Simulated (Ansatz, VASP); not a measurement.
## Two plane-wave programs on Al

```xyz
1
Lattice="0.0000 1.9960 1.9960 1.9960 0.0000 1.9960 1.9960 1.9960 0.0000" Properties=species:S:1:pos:R:3 pbc="T T T"
Al    0.0000    0.0000    0.0000
```

Alike in both runs: functional r2SCAN; k mesh 18 × 18 × 18; occupations gaussian, width 0.1 eV; no spin polarisation.

Ansatz relaxed the structure, and its values are those at the end. VASP's run is a single point on that final structure, the one shown.

```csv
,VASP,Ansatz
version,VASP 6.6.1,Ansatz 0.2.0
potentials or method,"VASP PAW PBE potentials, release 64 (Al)","scalar-relativistic, plane waves, PAW"
plane-wave cutoff (eV),520,500
valence electrons in the cell,3,3
```

```csv
,VASP,Ansatz,Ansatz less VASP
gap on the k mesh at the Fermi level (eV),none,none,-
pressure (GPa),-0.3,0.0,+0.33
```

A gap of «none» marks a metal or a gap that the smearing closes.

Caveats: the PAW data sets were made with another functional, which shifts forces and pressure a little (VASP).
